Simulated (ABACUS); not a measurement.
# InP: relaxation of cell and atoms with SCAN

The system is InP.

```xyz
2
Lattice="0.0000 2.9305 2.9305 2.9305 0.0000 2.9305 2.9305 2.9305 0.0000" Properties=species:S:1:pos:R:3 pbc="T T T"
In    0.0000    0.0000    0.0000
P     1.4652    1.4652    1.4652
```

| Quantity | Value |
| --- | --- |
| Program | ABACUS 3.10.1 |
| Task | relaxation of cell and atoms |
| Functional | SCAN |
| Potentials or basis | SG15 ONCV 1.2 PBE |
| Cutoff | 1361 eV |
| Density cutoff | 5442 eV |
| Basis | DZP LCAO (the cutoffs set its grid) |
| k mesh | 6 × 6 × 6 |
| Occupations | fermi-dirac, width 0.05 eV |
| Spin | no spin polarisation |
| Orbital files | In In_confined-atom_8au_2s2p2d.orb, P P_confined-atom_7au_2s2p1d.orb |
| Optimiser | ASE BFGS |
| Force threshold | 0.01 eV/Å |
| Max steps | 60 |
| Cell moves | yes |
| Radial cutoff of the potentials (pseudo_rcut) | 10 bohr |
| SCF threshold on the density | 1e-07 |
| Max SCF steps | 100 |
| Eigensolver | scalapack_gvx |
| Mixing | broyden |
| Mixing share | 0.7 |
| Symmetry key | 1 |
| Bands | 13 |

```
Relaxed volume                         : 25.53 Å³/atom
Relaxed cell                           : a = 4.164 Å, b = 4.164 Å, c = 4.164 Å, α = 60.00°, β = 60.00°, γ = 60.00°
Space group after relaxing (to 0.05 Å) : F-43m (No. 216)
Energy gained by relaxing              : 0.2 meV/atom
Ionic steps                            : 3
Pressure after relaxing                : 0.0 GPa
Band gap on the k mesh                 : 0.82 eV, direct
Mulliken charges                       : In -0.03; P +0.03 e
```

The path:
```
step  energy change (eV)  largest force (eV/Å)  pressure (GPa)  volume (Å³)
   1              0.0000                0.0000            1.04        50.33
   2             -0.0010                0.0000            0.78        50.51
   3             -0.0005                0.0000            0.03        51.06
```

Final structure:
```yaml
crystal:
  lattice:
    - [0.00000, 2.94454, 2.94454]
    - [2.94454, 0.00000, 2.94454]
    - [2.94454, 2.94454, 0.00000]
  atoms:
    - { symbol: In, position: [0.00000, 0.00000, 0.00000] }
    - { symbol: P, position: [0.25000, 0.25000, 0.25000] }
```

Levels at points of the mesh, in eV from the valence-band top:
| k point | band 7 | band 8 | band 9 | band 10 | band 11 | band 12 |
| --- | --- | --- | --- | --- | --- | --- |
| (0.00, 0.00, 0.00) | 0.00 | 0.00 | 0.00 | 0.82 | 4.21 | 4.21 |
| (0.50, 0.50, 0.50) | -6.05 | -1.06 | -1.06 | 1.58 | 5.06 | 5.06 |
| (0.50, 0.50, 0.00) | -6.12 | -2.47 | -2.47 | 2.00 | 2.54 | 10.05 |

Wall time 47 s on 4 MPI ranks on Intel(R) Xeon(R) Platinum 8488C (Sapphire Rapids), on a shared host, peak memory 0.44 GiB a rank.

Caveat: the atomic orbitals were generated for these runs and aren't a published set; Mulliken charges move with the basis; the potentials were made for another functional, which shifts forces and pressure; spin-orbit coupling is left out, which moves the levels of the heavy elements; the basis of atomic orbitals isn't converged, which shifts pressures, moduli and gaps. SCAN opens gaps a little over a GGA but as a rule still falls short of measured ones.
